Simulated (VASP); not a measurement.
# Fe: convergence, transport in the constant relaxation-time approximation

Fe, Im-3m (no. 229), 1 atom in the cell. LDA, Boltzmann transport, constant relaxation time; PAW potentials Fe (LDA set). VASP 6.6.1.

Wanted: conductivity at 300 K within 3 %; Seebeck coefficient at 300 K within 1.5 uV/K.

POSCAR:
```
Fe
1.0
   -1.4430000000      1.4430000000      1.4430000000
    1.4430000000     -1.4430000000      1.4430000000
    1.4430000000      1.4430000000     -1.4430000000
Fe
1
Direct
    0.0000000000      0.0000000000      0.0000000000
```

The series start from Dense mesh (KPOINTS_ELPH): 31x31x31; TRANSPORT_NEDOS: 501; Mesh of the SCF: 18x18x18; Cutoff ENCUT (eV): 440; ELPH_NBANDS: 11 over half the electrons; ELPH_ISMEAR: -24; PREC: Accurate; KPAR: 4. Each series keeps the choices made before it, and each single choice may use up half of a tolerance.

## Dense mesh (KPOINTS_ELPH)

| Dense mesh (KPOINTS_ELPH) | Conductivity at 300 K (S/m) | Seebeck coefficient at 300 K (uV/K) | SCF iterations | Time (s) |
|---|---|---|---|---|
| 13x13x13 | 8.16e6 | 4.5 | 15 | 26 |
| 18x18x18 | 8.16e6 | 5.2 | 15 | 37 |
| 24x24x24 | 8.43e6 | 3.9 | 15 | 55 |
| 31x31x31 | 8.41e6 | 3.5 | 15 | 82 |
| 42x42x42 (reference) | 8.45e6 | 3.4 | 15 | 183 |

Chosen: 24x24x24, the loosest value from which every tighter one stays within half of the tolerance.

## TRANSPORT_NEDOS

| TRANSPORT_NEDOS | Conductivity at 300 K (S/m) | Seebeck coefficient at 300 K (uV/K) | SCF iterations | Time (s) |
|---|---|---|---|---|
| 51 | 8.43e6 | 3.9 | 15 | 53 |
| 101 | 8.43e6 | 3.9 | 15 | 47 |
| 201 | 8.43e6 | 3.9 | 15 | 49 |
| 501 | 8.43e6 | 3.9 | 15 | 55 |
| 1001 | 8.43e6 | 3.9 | 15 | 63 |
| 2001 | 8.43e6 | 3.9 | 15 | 79 |
| 5001 (reference) | 8.43e6 | 3.9 | 15 | 142 |

Chosen: 51.

## Mesh of the SCF

| Mesh of the SCF | Conductivity at 300 K (S/m) | Seebeck coefficient at 300 K (uV/K) | SCF iterations | Time (s) |
|---|---|---|---|---|
| 7x7x7 | 8.33e6 | 5.3 | 16 | 28 |
| 9x9x9 | 8.55e6 | 3.4 | 15 | 29 |
| 13x13x13 | 8.47e6 | 3.5 | 15 | 33 |
| 18x18x18 | 8.43e6 | 3.9 | 15 | 53 |
| 24x24x24 (reference) | 8.37e6 | 4.3 | 16 | 56 |

Chosen: 13x13x13.

## Cutoff ENCUT (eV)

| Cutoff ENCUT (eV) | Conductivity at 300 K (S/m) | Seebeck coefficient at 300 K (uV/K) | SCF iterations | Time (s) |
|---|---|---|---|---|
| 300 | 8.46e6 | 3.6 | 18 | 15 |
| 320 | 8.46e6 | 3.6 | 18 | 21 |
| 360 | 8.46e6 | 3.6 | 18 | 22 |
| 440 (reference) | 8.47e6 | 3.5 | 15 | 33 |

Chosen: 300.

## ELPH_NBANDS

| ELPH_NBANDS | Conductivity at 300 K (S/m) | Seebeck coefficient at 300 K (uV/K) | SCF iterations | Time (s) |
|---|---|---|---|---|
| 5 over half the electrons | 8.46e6 | 3.6 | 18 | 12 |
| 7 over half the electrons | 8.46e6 | 3.6 | 18 | 17 |
| 11 over half the electrons | 8.46e6 | 3.6 | 18 | 15 |
| 19 over half the electrons (reference) | 8.46e6 | 3.6 | 18 | 24 |

Chosen: 5 over half the electrons.

## ELPH_ISMEAR

| ELPH_ISMEAR | Conductivity at 300 K (S/m) | Seebeck coefficient at 300 K (uV/K) | SCF iterations | Time (s) |
|---|---|---|---|---|
| -24 | 8.46e6 | 3.6 | 18 | 12 |
| -14 | 8.46e6 | 3.6 | 18 | 41 |
| -15 | 8.46e6 | 3.6 | 18 | 38 |
| -1 | 8.42e6 | 3.7 | 18 | 14 |
| 0 | 8.4e6 | 3.8 | 18 | 12 |

Chosen: -24; no other choice that stays within half of the tolerance saves 30 % of the time.

## PREC

| PREC | Conductivity at 300 K (S/m) | Seebeck coefficient at 300 K (uV/K) | SCF iterations | Time (s) |
|---|---|---|---|---|
| Accurate | 8.46e6 | 3.6 | 18 | 12 |
| Normal | 8.46e6 | 3.6 | 18 | 11 |

Chosen: Accurate.

## KPAR

| KPAR | Conductivity at 300 K (S/m) | Seebeck coefficient at 300 K (uV/K) | SCF iterations | Time (s) |
|---|---|---|---|---|
| 4 | 8.46e6 | 3.6 | 18 | 12 |
| 2 | 8.46e6 | 3.6 | 18 | 16 |
| 1 | 8.46e6 | 3.6 | 18 | 20 |

Chosen: 4.

## All choices together

| Input | Conductivity at 300 K (S/m) | Seebeck coefficient at 300 K (uV/K) | Time (s) |
|---|---|---|---|
| defaults, no KPOINTS_ELPH (naive) | 5.78e6 | 13.9 | 6.7 |
| chosen settings | 8.46e6 | 3.6 | 12 |
| reference settings throughout | 8.41e6 | 3.6 | 549 |

The tolerance is met.

## The input

INCAR:
```
PREC = Accurate
ENCUT = 300
EDIFF = 1E-8
LREAL = False
LASPH = True
LWAVE = False
LCHARG = False
ALGO = Normal
NELM = 100
ISMEAR = 1
SIGMA = 0.1
GGA = CA
ISPIN = 2
MAGMOM = 3
LMAXMIX = 4
ELPH_MODE = TRANSPORT
ELPH_SCATTERING_APPROX = CRTA
TRANSPORT_RELAXATION_TIME = 1E-14
ELPH_ISMEAR = -24
ELPH_SELFEN_TEMPS = 100 200 300 400 500
ELPH_SELFEN_CARRIER_DEN = 0.0
TRANSPORT_NEDOS = 51
KPAR = 4
ELPH_FERMI_NEDOS = 51
ELPH_NBANDS = 9
```

KPOINTS:
```
Automatic mesh
0
Gamma
  13 13 13
  0 0 0
```

KPOINTS_ELPH:
```
Automatic mesh
0
Gamma
  24 24 24
  0 0 0
```

Commands:
```
cat potpaw_LDA.64/Fe/POTCAR > POTCAR
mpirun -np 4 vasp_std > vasp.out
```

Limits: Conductivity and heat conductivity scale with the typed relaxation time, here the same at all temperatures, so the change of scattering with temperature is missing.

The chosen input took VASP 6.6.1 12 s on 4 cores (Intel Xeon Platinum 8259CL @ 2.50GHz (Skylake/Cascade Lake)), a shared host.

## An input that fails: SERTA without the electron-phonon potential

VASP's message: Failed to open phelel_params.hdf5.  Please check if the file is present in the current path.

Changes against the starting input:
```
- ELPH_SCATTERING_APPROX = CRTA
+ ELPH_SCATTERING_APPROX = SERTA
```
